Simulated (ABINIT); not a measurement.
The system is SnTe.

```
Te Sn
1.0
     0.00000    3.61115    3.61115
     3.61115    0.00000    3.61115
     3.61115    3.61115    0.00000
Te Sn
1 1
Direct
  0.25000 0.25000 0.25000
  0.00000 0.00000 0.00000
```

Measurements of this composition are mostly on another form, of space group No. 225.

* Program: ABINIT 10.8.3 (patched build)
* Task: relaxation of cell and atoms
* Functional: LDA
* Potentials or basis: PseudoDojo NC SR LDA v0.4.1 standard
* Cutoff: 1088 eV
* k mesh: 5 × 5 × 5
* Occupations: fermi-dirac, width 0.05 eV
* Spin: no spin polarisation

At the start: pressure -2.2 GPa; volume 47.09 Å³/atom.

Where does the relaxation end?

Over 4 steps the energy falls by 30.2 meV/atom and the volume is 42.91 Å³/atom (-8.9 %); space group F-43m (No. 216, to 0.05 Å).

The path:
| step | energy change (eV) | largest force (eV/Å) | pressure (GPa) | volume (Å³) |
| --- | --- | --- | --- | --- |
| 1 | 0.0000 | 0.0000 | -2.18 | 94.18 |
| 2 | -0.0083 | 0.0000 | -2.04 | 93.55 |
| 3 | -0.0602 | 0.0000 | 0.15 | 85.31 |
| 4 | -0.0605 | 0.0000 | -0.01 | 85.81 |

Final structure:
```
Te Sn
1.0
     0.00000    3.50082    3.50082
     3.50082    0.00000    3.50082
     3.50082    3.50082    0.00000
Te Sn
1 1
Direct
  0.25000 0.25000 0.25000
  0.00000 0.00000 0.00000
```
